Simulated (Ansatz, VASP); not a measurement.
# Two plane-wave programs on HfC

INCAR

```
  PREC = Accurate
  ENCUT = 520
  EDIFF = 1E-8
  ISMEAR = -1
  SIGMA = 0.05
  LREAL = F
  LASPH = T
  NELM = 100
  ALGO = Normal
  ISIF = 2
  LWAVE = F
  LCHARG = F
  GGA = CA
  LEFG = T
  NBANDS = 14
```

Contents of KPOINTS:

```
regular mesh
0
Gamma
  12 12 12
```

The input POSCAR:

```
HfC
1.0
    0.0000000000      2.3172240222      2.3172240222
    2.3172240222      0.0000000000      2.3172240222
    2.3172240222      2.3172240222      0.0000000000
Hf C
1 1
Direct
    0.5000000000      0.5000000000      0.5000000000
    0.0000000000      0.0000000000      0.0000000000
```

Input for Ansatz:

```yaml
crystal:
  lattice:
    - [0.0, 2.3172240222, 2.3172240222]
    - [2.3172240222, 0.0, 2.3172240222]
    - [2.3172240222, 2.3172240222, 0.0]
  atoms:
    - { symbol: Hf, position: [0.5, 0.5, 0.5] }
    - { symbol: C, position: [0.0, 0.0, 0.0] }
kpoints:
  mp_grid: { grid: [12, 12, 12] }
scf:
  occupations: { method: fermi_dirac, width: 0.05 }
hamiltonian:
  xc: lda
  pseudopotentials: { kind: paw }
output:
  forces: true
  stress: true
  eigenvalues: true
  efg: { contact_densities: true }
```

Change from the starting cell: volume scaled by 0.99, PAW files.

Alike in both runs: task electric field gradients; functional LDA; k mesh 12 × 12 × 12; occupations fermi-dirac, width 0.05 eV; no spin polarisation.

```csv
,VASP,Ansatz
version,VASP 6.6.1,Ansatz 0.2.0
potentials or method,"VASP PAW LDA potentials, release 64 (Hf_pv, C)","PAW with Ansatz's default frozen-core files, scalar-relativistic"
plane-wave cutoff (eV),520,420
valence electrons in the cell,14,30
```

|  | VASP | Ansatz | Ansatz less VASP |
| --- | --- | --- | --- |
| pressure (GPa) | -9.3 | -9.7 | -0.37 |
| Vzz of the field gradient on the site that differs most (V/Å²) | 0.0 | 0.0 | 0.00 |

The two sets of potentials don't hold the same shells in valence. Ansatz warned: «gradients_without_spin_orbit».

Spin-orbit coupling is left out, which matters for the levels of Hf.
